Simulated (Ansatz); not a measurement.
Computed with Ansatz, DFT PBE, scalar-relativistic, plane waves, PAW. Cutoff 420 eV, Γ-centred 10×10×2 mesh (12-atom cell), Gaussian smearing of 0.10 eV, no spin polarisation.

Formation energies are uncorrected and count from the elements' standard states at the same level.

Task: Find a candidate tetragonal metal that holds Hg and 2 more elements, with a formation energy near −0.07 eV/atom and a density near 9.00 g/cm³, in a cell of 12 atoms.

Result: CdHg₅Te₆, space group P4/mmm (No. 123). Cd is surrounded by 6 Te at 3.00–3.06 Å; Hg on a site of symmetry 4/mmm has 6 Te at 3.06–3.12 Å; Hg on a site of symmetry 4mm has 6 Te at 3.07–3.16 Å; Te on a site of symmetry 4mm is surrounded by 6 Hg at 3.04–3.12 Å; 4 more sites not described.

```cif
data_structure
_symmetry_space_group_name_H-M 'P 1'
_symmetry_Int_Tables_number 1
_cell_length_a 4.3342
_cell_length_b 4.3342
_cell_length_c 18.4648
_cell_angle_alpha 90.000
_cell_angle_beta 90.000
_cell_angle_gamma 90.000
_cell_volume 346.86
loop_
_atom_site_label
_atom_site_type_symbol
_atom_site_fract_x
_atom_site_fract_y
_atom_site_fract_z
_atom_site_occupancy
Cd1 Cd 0.50000 0.50000 0.50000 1
Hg1 Hg 0.00000 0.00000 0.00000 1
Hg2 Hg 0.50000 0.50000 0.16630 1
Hg3 Hg 0.00000 0.00000 0.33409 1
Hg4 Hg 0.00000 0.00000 0.66591 1
Hg5 Hg 0.50000 0.50000 0.83370 1
Te1 Te 0.00000 0.00000 0.16920 1
Te2 Te 0.50000 0.50000 0.33757 1
Te3 Te 0.00000 0.00000 0.50000 1
Te4 Te 0.50000 0.50000 0.66243 1
Te5 Te 0.00000 0.00000 0.83080 1
Te6 Te 0.50000 0.50000 0.00000 1
```

The volume per atom is 28.91 Å³ and the density is 9.00 g/cm³. The energy over the elements is −0.07 eV/atom and the gap on the 10×10×2 mesh of the 12-atom cell is 0 eV (a metal).

The structure comes from a generated guess, relaxed at this level; another structure or a mixture of phases may lie lower. The answer needn't be unique; the calculation gave this one.

Spin–orbit coupling, which can matter for Hg and Te, is left out. The reference form of Te is held partly by dispersion forces, which this level lacks. A structure relaxed within its symmetry needn't be a true minimum.
